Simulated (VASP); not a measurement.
# NaCl: Na into a neighbouring Na vacancy, part 4 of 5

How hard is this move in NaCl: Na into a neighbouring Na vacancy? Both ends are relaxed first, then a band of images between them. The start is a computed cell from the Materials Project.

VASP 6.6.1; PBEsol; plane waves and PAW (Cl, Na).

So far. Step 3 (Relax the start): The run ended after 7 ionic steps, 0.261 eV below its first step, once the forces on the free atoms met EDIFFG = -0.05. Step 4 (Relax the end): The run ended after 8 ionic steps, 0.307 eV below its first step, once the forces on the free atoms met EDIFFG = -0.05.

**5. Nudged elastic band**

Images on a straight line between the ends relax across the path, while springs keep them spaced along it.

This cell carries charge -1, set by NELECT and balanced by a uniform background.

Input file INCAR:

```
SYSTEM = Na26Cl27
PREC = Normal
ENCUT = 280
EDIFF = 1E-05
NELM = 120
ISMEAR = 0
SIGMA = 0.05
LREAL = Auto
ALGO = Fast
GGA = PS
NELECT = 216
NBANDS = 150
LWAVE = .FALSE.
LCHARG = .FALSE.
NCORE = 2
IMAGES = 3
SPRING = -5
IBRION = 1
POTIM = 0.3
NSW = 50
EDIFFG = -0.05
ISYM = 0
ISIF = 0
```

Input file POSCAR:

```
Na26Cl27
1.0
    0.0000000000      8.3404434717      8.3404434717
    8.3404434717      0.0000000000      8.3404434717
    8.3404434717      8.3404434717      0.0000000000
Cl Na
27 26
Direct
    0.1665799117      0.1670094636      0.1682280221
    0.1669509721      0.1672801390      0.4986820355
    0.1717312546      0.1709288642      0.8287494325
    0.1666725149      0.4979581643      0.1676684543
    0.1636801103      0.5000704838      0.5004677261
    0.1649522703      0.4999106473      0.8350438829
    0.1718955637      0.8272174864      0.1728889874
    0.1651160830      0.8347266398      0.4991503706
    0.1733409138      0.8267466277      0.8270812983
    0.4977706750      0.1671143740      0.1678494754
    0.4984874814      0.1665125723      0.5003189438
    0.4984909102      0.1651611109      0.8355912841
    0.4996239636      0.5001227585      0.1652900036
    0.4991988575      0.5001076513      0.5002080740
    0.4991945433      0.4993965741      0.8353594486
    0.4997625058      0.8346608902      0.1657139025
    0.5009238607      0.8342925518      0.4995579372
    0.5013429933      0.8320816077      0.8331764213
    0.8261402013      0.1728548191      0.1728878361
    0.8336265821      0.1650504428      0.5008301676
    0.8266210690      0.1719336012      0.8287971291
    0.8343096052      0.5000019038      0.1656895927
    0.8341363643      0.4987382824      0.5010407920
    0.8330078699      0.5016629453      0.8328734502
    0.8283317939      0.8273868698      0.1719697492
    0.8314128066      0.8323841148      0.5027935010
    0.8319103229      0.8329752835      0.8326172215
    0.9985049639      0.0001521397      0.3269332894
    0.9995471701      0.9999801413      0.6732459653
    0.0001023098      0.3264471416      0.0006229730
    0.9984910317      0.3333786184      0.3346435878
    0.9993987573      0.3249932627      0.6749637441
    0.9999330272      0.6726886659      0.9996300631
    0.9993372211      0.6732105626      0.3276360282
    0.0010125664      0.6667137742      0.6659660729
    0.3262326412      0.9994544654      0.0009794772
    0.3336366871      0.9987218668      0.3342204436
    0.3273859012      0.9993310630      0.6731614956
    0.3330193153      0.3334522131      0.0000657808
    0.3331795175      0.3340498116      0.3333956100
    0.3306171848      0.3334177299      0.6682717417
    0.3261153746      0.6731651339      0.9998456495
    0.3321423853      0.6669469753      0.3327060759
    0.3335320901      0.6669543971      0.6659420324
    0.6728676088      0.9993379289      0.0005305295
    0.6728612752      0.0002078857      0.3268102243
    0.6644339218      0.0016761332      0.6666887347
    0.6725842986      0.3273049296      0.0000546209
    0.6662055075      0.3331392508      0.3330177116
    0.6663782847      0.3318375802      0.6682102548
    0.6662875304      0.6663925881      0.0010020949
    0.6679054473      0.6670302454      0.3323128874
    0.6665818808      0.6644490352      0.6674137562
```

KPOINTS is that of step 4.

Input file 00/POSCAR:

```
Na26Cl27
1.0
    0.0000000000      8.3404434717      8.3404434717
    8.3404434717      0.0000000000      8.3404434717
    8.3404434717      8.3404434717      0.0000000000
Cl Na
27 26
Direct
    0.1665799117      0.1670094636      0.1682280221
    0.1669509721      0.1672801390      0.4986820355
    0.1717312546      0.1709288642      0.8287494325
    0.1666725149      0.4979581643      0.1676684543
    0.1636801103      0.5000704838      0.5004677261
    0.1649522703      0.4999106473      0.8350438829
    0.1718955637      0.8272174864      0.1728889874
    0.1651160830      0.8347266398      0.4991503706
    0.1733409138      0.8267466277      0.8270812983
    0.4977706750      0.1671143740      0.1678494754
    0.4984874814      0.1665125723      0.5003189438
    0.4984909102      0.1651611109      0.8355912841
    0.4996239636      0.5001227585      0.1652900036
    0.4991988575      0.5001076513      0.5002080740
    0.4991945433      0.4993965741      0.8353594486
    0.4997625058      0.8346608902      0.1657139025
    0.5009238607      0.8342925518      0.4995579372
    0.5013429933      0.8320816077      0.8331764213
    0.8261402013      0.1728548191      0.1728878361
    0.8336265821      0.1650504428      0.5008301676
    0.8266210690      0.1719336012      0.8287971291
    0.8343096052      0.5000019038      0.1656895927
    0.8341363643      0.4987382824      0.5010407920
    0.8330078699      0.5016629453      0.8328734502
    0.8283317939      0.8273868698      0.1719697492
    0.8314128066      0.8323841148      0.5027935010
    0.8319103229      0.8329752835      0.8326172215
    0.9985049639      0.0001521397      0.3269332894
    0.9995471701      0.9999801413      0.6732459653
    0.0001023098      0.3264471416      0.0006229730
    0.9984910317      0.3333786184      0.3346435878
    0.9993987573      0.3249932627      0.6749637441
    0.9999330272      0.6726886659      0.9996300631
    0.9993372211      0.6732105626      0.3276360282
    0.0010125664      0.6667137742      0.6659660729
    0.3262326412      0.9994544654      0.0009794772
    0.3336366871      0.9987218668      0.3342204436
    0.3273859012      0.9993310630      0.6731614956
    0.3330193153      0.3334522131      0.0000657808
    0.3331795175      0.3340498116      0.3333956100
    0.3306171848      0.3334177299      0.6682717417
    0.3261153746      0.6731651339      0.9998456495
    0.3321423853      0.6669469753      0.3327060759
    0.3335320901      0.6669543971      0.6659420324
    0.6728676088      0.9993379289      0.0005305295
    0.6728612752      0.0002078857      0.3268102243
    0.6644339218      0.0016761332      0.6666887347
    0.6725842986      0.3273049296      0.0000546209
    0.6662055075      0.3331392508      0.3330177116
    0.6663782847      0.3318375802      0.6682102548
    0.6662875304      0.6663925881      0.0010020949
    0.6679054473      0.6670302454      0.3323128874
    0.6665818808      0.6644490352      0.6674137562
```

Input file 01/POSCAR:

```
Na26Cl27
1.0
    0.0000000000      8.3404434717      8.3404434717
    8.3404434717      0.0000000000      8.3404434717
    8.3404434717      8.3404434717      0.0000000000
Cl Na
27 26
Direct
    0.1678760924      0.1680821356      0.1667165276
    0.1669888706      0.1671565099      0.4993651980
    0.1706369551      0.1699901449      0.8293378543
    0.1661619638      0.4985155381      0.1679288708
    0.1645717403      0.4995629981      0.5005269208
    0.1649480626      0.4998608690      0.8346513473
    0.1721008788      0.8271681158      0.1700545671
    0.1666410183      0.8326651108      0.5010602566
    0.1710256601      0.8284377071      0.8291615215
    0.4981137493      0.1666492727      0.1679147916
    0.4982054278      0.1667678926      0.5005628260
    0.4986046772      0.1657475641      0.8351093856
    0.4999350444      0.4997110340      0.1658996074
    0.4994121938      0.5002543994      0.4996835946
    0.4990429542      0.4998292955      0.8349215003
    0.5001676148      0.8341454442      0.1657256196
    0.5001957371      0.8343900394      0.4996288569
    0.5008888862      0.8327434690      0.8332690748
    0.8264980095      0.1724339257      0.1699827126
    0.8319968988      0.1667940276      0.5022808579
    0.8285412963      0.1705244027      0.8297276387
    0.8339844380      0.5003097153      0.1654855297
    0.8340064825      0.4992200715      0.5003340078
    0.8332280172      0.5012335029      0.8328743821
    0.8290818107      0.8286519412      0.1706814274
    0.8301399352      0.8312918204      0.5036781221
    0.8317552471      0.8330044390      0.8335685074
    0.9987326904      0.0000296182      0.2469967376
    0.9997724452      0.9997436268      0.6701923411
    0.0001222036      0.3262171491      0.0021415973
    0.9986820718      0.3317039577      0.3344341670
    0.9993885879      0.3272499076      0.6727577788
    0.9999229394      0.6710251342      0.9996926956
    0.9993187028      0.6733005558      0.3290359288
    0.0003188120      0.6682684025      0.6647174453
    0.3264214911      0.9996931181      0.0022946777
    0.3318512947      0.9987271977      0.3342079003
    0.3286195099      0.9991358622      0.6719805845
    0.3323193278      0.3333295388      0.0007447904
    0.3331825196      0.3337709045      0.3333920619
    0.3313721190      0.3335062282      0.6678236139
    0.3277245343      0.6715822162      1.0004232585
    0.3308047917      0.6683139962      0.3329051107
    0.3329737431      0.6670033748      0.6660139771
    0.6710202398      0.9999781819      0.0003497777
    0.6725676626      0.0000815963      0.3287188464
    0.6663220220      0.0014202196      0.6653567228
    0.6713488784      0.3283837922      0.0002563372
    0.6680802190      0.3313523651      0.3330835858
    0.6665970519      0.3321795700      0.6675074625
    0.6662258995      0.6663999074      0.0006468266
    0.6673927753      0.6669432224      0.3325416683
    0.6665025037      0.6653777099      0.6669178783
```

Input file 02/POSCAR:

```
Na26Cl27
1.0
    0.0000000000      8.3404434717      8.3404434717
    8.3404434717      0.0000000000      8.3404434717
    8.3404434717      8.3404434717      0.0000000000
Cl Na
27 26
Direct
    0.1691722731      0.1691548077      0.1652050332
    0.1670267692      0.1670328808      0.5000483605
    0.1695426556      0.1690514256      0.8299262760
    0.1656514126      0.4990729120      0.1681892874
    0.1654633704      0.4990555124      0.5005861156
    0.1649438550      0.4998110906      0.8342588116
    0.1723061940      0.8271187452      0.1672201468
    0.1681659536      0.8306035817      0.5029701425
    0.1687104065      0.8301287865      0.8312417447
    0.4984568236      0.1661841713      0.1679801078
    0.4979233742      0.1670232128      0.5008067083
    0.4987184442      0.1663340173      0.8346274870
    0.5002461251      0.4992993095      0.1665092112
    0.4996255302      0.5004011475      0.4991591152
    0.4988913650      0.5002620169      0.8344835520
    0.5005727237      0.8336299981      0.1657373367
    0.4994676136      0.8344875270      0.4996997766
    0.5004347792      0.8334053304      0.8333617282
    0.8268558176      0.1720130323      0.1670775891
    0.8303672156      0.1685376124      0.5037315482
    0.8304615235      0.1691152042      0.8306581484
    0.8336592707      0.5006175268      0.1652814666
    0.8338766006      0.4997018606      0.4996272236
    0.8334481644      0.5008040604      0.8328753140
    0.8298318275      0.8299170125      0.1693931057
    0.8288670637      0.8301995260      0.5045627432
    0.8316001714      0.8330335946      0.8345197932
    0.9989604168     -0.0000929033      0.1670601859
    0.9999977202      0.9995071122      0.6671387170
    0.0001420974      0.3259871566      0.0036602216
    0.9988731119      0.3300292970      0.3342247462
    0.9993784186      0.3295065524      0.6705518134
    0.9999128516      0.6693616024      0.9997553282
    0.9993001845      0.6733905490      0.3304358294
   -0.0003749423      0.6698230307      0.6634688176
    0.3266103410      0.9999317708      0.0036098782
    0.3300659024      0.9987325286      0.3341953570
    0.3298531186      0.9989406614      0.6707996734
    0.3316193404      0.3332068646      0.0014238000
    0.3331855216      0.3334919974      0.3333885138
    0.3321270533      0.3335947266      0.6673754862
    0.3293336940      0.6699992985      1.0010008674
    0.3294671980      0.6696810170      0.3331041456
    0.3324153961      0.6670523524      0.6660859218
    0.6691728709      1.0006184350      0.0001690258
    0.6722740500     -0.0000446931      0.3306274685
    0.6682101222      0.0011643059      0.6640247109
    0.6701134582      0.3294626549      0.0004580535
    0.6699549305      0.3295654794      0.3331494600
    0.6668158192      0.3325215598      0.6668046702
    0.6661642686      0.6664072267      0.0002915582
    0.6668801032      0.6668561994      0.3327704492
    0.6664231265      0.6663063845      0.6664220004
```

Input file 03/POSCAR:

```
Na26Cl27
1.0
    0.0000000000      8.3404434717      8.3404434717
    8.3404434717      0.0000000000      8.3404434717
    8.3404434717      8.3404434717      0.0000000000
Cl Na
27 26
Direct
    0.1704684538      0.1702274798      0.1636935387
    0.1670646678      0.1669092517      0.5007315230
    0.1684483562      0.1681127062      0.8305146978
    0.1651408614      0.4996302858      0.1684497040
    0.1663550004      0.4985480268      0.5006453103
    0.1649396473      0.4997613122      0.8338662760
    0.1725115092      0.8270693747      0.1643857264
    0.1696908890      0.8285420527      0.5048800284
    0.1663951528      0.8318198659      0.8333219679
    0.4987998978      0.1657190700      0.1680454239
    0.4976413205      0.1672785330      0.5010505905
    0.4988322113      0.1669204705      0.8341455885
    0.5005572059      0.4988875850      0.1671188149
    0.4998388665      0.5005478956      0.4986346357
    0.4987397758      0.5006947384      0.8340456037
    0.5009778327      0.8331145521      0.1657490538
    0.4987394900      0.8345850146      0.4997706962
    0.4999806722      0.8340671918      0.8334543817
    0.8272136258      0.1715921389      0.1641724656
    0.8287375324      0.1702811973      0.5051822384
    0.8323817508      0.1677060057      0.8315886580
    0.8333341034      0.5009253383      0.1650774036
    0.8337467188      0.5001836497      0.4989204395
    0.8336683117      0.5003746180      0.8328762460
    0.8305818443      0.8311820838      0.1681047840
    0.8275941922      0.8291072317      0.5054473643
    0.8314450956      0.8330627501      0.8354710790
    0.9991881433     -0.0002154247      0.0871236341
    1.0002229953      0.9992705976      0.6640850928
    0.0001619911      0.3257571641      0.0051788460
    0.9990641520      0.3283546364      0.3340153254
    0.9993682492      0.3317631973      0.6683458481
    0.9999027639      0.6676980706      0.9998179607
    0.9992816662      0.6734805421      0.3318357300
   -0.0010686967      0.6713776590      0.6622201900
    0.3267991910      1.0001704236      0.0049250786
    0.3282805101      0.9987378594      0.3341828138
    0.3310867273      0.9987454607      0.6696187622
    0.3309193529      0.3330841904      0.0021028096
    0.3331885236      0.3332130902      0.3333849656
    0.3328819875      0.3336832250      0.6669273584
    0.3309428537      0.6684163808      1.0015784764
    0.3281296044      0.6710480378      0.3333031804
    0.3318570491      0.6671013300      0.6661578665
    0.6673255020      1.0012586880     -0.0000117260
    0.6719804375     -0.0001709824      0.3325360906
    0.6700982224      0.0009083923      0.6626926990
    0.6688780381      0.3305415175      0.0006597698
    0.6718296420      0.3277785937      0.3332153343
    0.6670345864      0.3328635496      0.6661018780
    0.6661026378      0.6664145459     -0.0000637101
    0.6663674312      0.6667691765      0.3329992300
    0.6663437494      0.6672350592      0.6659261226
```

Input file 04/POSCAR:

```
Na26Cl27
1.0
    0.0000000000      8.3404434717      8.3404434717
    8.3404434717      0.0000000000      8.3404434717
    8.3404434717      8.3404434717      0.0000000000
Cl Na
27 26
Direct
    0.1717646345      0.1713001518      0.1621820442
    0.1671025663      0.1667856226      0.5014146855
    0.1673540567      0.1671739869      0.8311031195
    0.1646303103      0.5001876596      0.1687101205
    0.1672466304      0.4980405411      0.5007045050
    0.1649354396      0.4997115339      0.8334737404
    0.1727168243      0.8270200041      0.1615513061
    0.1712158243      0.8264805237      0.5067899144
    0.1640798992      0.8335109453      0.8354021911
    0.4991429721      0.1652539686      0.1681107401
    0.4973592669      0.1675338533      0.5012944727
    0.4989459783      0.1675069237      0.8336636900
    0.5008682866      0.4984758605      0.1677284187
    0.5000522028      0.5006946437      0.4981101563
    0.4985881867      0.5011274598      0.8336076554
    0.5013829417      0.8325991061      0.1657607709
    0.4980113664      0.8346825022      0.4998416159
    0.4995265651      0.8347290531      0.8335470351
    0.8275714340      0.1711712455      0.1612673421
    0.8271078491      0.1720247821      0.5066329287
    0.8343019781      0.1662968072      0.8325191676
    0.8330089362      0.5012331498      0.1648733406
    0.8336168370      0.5006654388      0.4982136553
    0.8338884590      0.4999451756      0.8328771779
    0.8313318611      0.8324471552      0.1668164622
    0.8263213208      0.8280149373      0.5063319854
    0.8312900198      0.8330919056      0.8364223649
    0.9994158698     -0.0003379462      0.0071870824
    1.0004482704      0.9990340831      0.6610314686
    0.0001818849      0.3255271716      0.0066974703
    0.9992551921      0.3266799757      0.3338059046
    0.9993580798      0.3340198422      0.6661398828
    0.9998926761      0.6660345389      0.9998805932
    0.9992631479      0.6735705353      0.3332356306
   -0.0017624510      0.6729322873      0.6609715624
    0.3269880409      1.0004090763      0.0062402791
    0.3264951177      0.9987431903      0.3341702705
    0.3323203360      0.9985502599      0.6684378511
    0.3302193654      0.3329615161      0.0027818192
    0.3331915257      0.3329341831      0.3333814175
    0.3336369217      0.3337717233      0.6664792306
    0.3325520134      0.6668334631      1.0021560854
    0.3267920108      0.6724150587      0.3335022152
    0.3312987021      0.6671503077      0.6662298112
    0.6654781330      1.0018989410     -0.0001924779
    0.6716868249     -0.0002972718      0.3344447127
    0.6719863226      0.0006524786      0.6613606871
    0.6676426179      0.3316203801      0.0008614861
    0.6737043535      0.3259917080      0.3332812085
    0.6672533536      0.3332055394      0.6653990857
    0.6660410069      0.6664218652     -0.0004189785
    0.6658547592      0.6666821535      0.3332280109
    0.6662643722      0.6681637339      0.6654302447
```

Launch:

```sh
$ mpirun -np 6 vasp_gam
```

What it wrote:

```text
[banner, memory and clock lines left out]
running    6 mpi-ranks, on    1 nodes
 each image running on    2 cores
[...]
01/POSCAR found :  2 types and      53 ions
 [... a notice as in an earlier step ...]

 LDA part: xc-table for (Slater+PW92), standard interpolation
[...]
00/POSCAR found :  2 types and      53 ions
[...]
04/POSCAR found :  2 types and      53 ions
 POSCAR, INCAR and KPOINTS ok, starting setup
[...]
entering main loop
       N       E                     dE             d eps       ncg     rms          rms(c)
DAV:   1     0.173598478090E+04    0.17360E+04   -0.64026E+04   316   0.756E+02
DAV:   2     0.106154600152E+03   -0.16298E+04   -0.15560E+04   442   0.205E+02
DAV:   3    -0.175244701832E+03   -0.28140E+03   -0.27974E+03   392   0.943E+01
DAV:   4    -0.187188269370E+03   -0.11944E+02   -0.11921E+02   344   0.236E+01
BRMIX: very serious problems
 the old and the new charge density differ
 old charge density:   215.00000 new  215.99998
DAV:   5    -0.187704435955E+03   -0.51617E+00   -0.51587E+00   416   0.496E+00BRMIX: very serious problems
 the old and the new charge density differ
 old charge density:   215.00000 new  215.99998
    0.114E+01
BRMIX: very serious problems
 the old and the new charge density differ
 old charge density:   215.00000 new  215.99998
RMM:   6    -0.182917828456E+03    0.47866E+01   -0.88635E+00   300   0.485E+00    0.788E+00
RMM:   7    -0.182676417320E+03    0.24141E+00   -0.67856E+00   300   0.406E+00    0.562E+00
RMM:   8    -0.182901533751E+03   -0.22512E+00   -0.12993E+00   300   0.241E+00    0.447E+00
RMM:   9    -0.182710987772E+03    0.19055E+00   -0.17075E-01   305   0.879E-01    0.129E+00
RMM:  10    -0.182709972988E+03    0.10148E-02   -0.10257E-01   301   0.568E-01    0.555E-01
RMM:  11    -0.182713232706E+03   -0.32597E-02   -0.90760E-03   300   0.235E-01    0.344E-01
RMM:  12    -0.182712264799E+03    0.96791E-03   -0.23119E-02   300   0.248E-01    0.121E-01
RMM:  13    -0.182712483553E+03   -0.21875E-03   -0.23981E-03   325   0.107E-01    0.137E-01
RMM:  14    -0.182712430031E+03    0.53522E-04   -0.78746E-04   358   0.468E-02    0.968E-02
RMM:  15    -0.182712325156E+03    0.10488E-03   -0.29129E-04   300   0.310E-02    0.261E-02
RMM:  16    -0.182712317939E+03    0.72171E-05   -0.86532E-05   290   0.176E-02
   1 F= -.18271232E+03 E0= -.18271232E+03  d E =-.182712E+03
[... from here on, the cycles between the ionic steps are left out ...]
   2 F= -.18292153E+03 E0= -.18292153E+03  d E =-.209215E+00
   3 F= -.18310217E+03 E0= -.18310217E+03  d E =-.180633E+00
   4 F= -.18317128E+03 E0= -.18317128E+03  d E =-.691146E-01
   5 F= -.18319797E+03 E0= -.18319797E+03  d E =-.266919E-01
   6 F= -.18322496E+03 E0= -.18322496E+03  d E =-.269896E-01
   7 F= -.18324854E+03 E0= -.18324854E+03  d E =-.235760E-01
   8 F= -.18326031E+03 E0= -.18326031E+03  d E =-.117694E-01
   9 F= -.18327476E+03 E0= -.18327476E+03  d E =-.144571E-01
  10 F= -.18328054E+03 E0= -.18328054E+03  d E =-.577963E-02
  11 F= -.18329288E+03 E0= -.18329288E+03  d E =-.123389E-01
  12 F= -.18329788E+03 E0= -.18329788E+03  d E =-.500092E-02
  13 F= -.18330263E+03 E0= -.18330263E+03  d E =-.475065E-02
  14 F= -.18330627E+03 E0= -.18330627E+03  d E =-.363269E-02
  15 F= -.18330787E+03 E0= -.18330787E+03  d E =-.160185E-02
  16 F= -.18331193E+03 E0= -.18331193E+03  d E =-.406103E-02
 BRION: g(F)=  0.164E-02 g(S)=  0.000E+00
 BRIONS problems: POTIM should be increased
 retain N=  1 mean eig=16.94
 eig:  16.942
 reached required accuracy - stopping structural energy minimisation
```

Run time: 3.1 min. Hardware: 6 MPI ranks of AMD EPYC 9R45, shared host; peak memory 1.4 GiB; 19 min of CPU time.

[end of part 4 of 5]

[Lines on the potential files, build, host, timing and source positions are cut from VASP's logs without a mark.]

[Logs are printed without paths, hosts, clocks, repeated set-up lines and the standing remarks that a program may print on its own settings, such as how far it seeks lower states.]

[Hosts, paths, dates, database ids (printed as entryN), source tags and the programs' standing remarks are cut or masked in the printed files.]

[Runs that stopped without an error message from VASP are left out.]
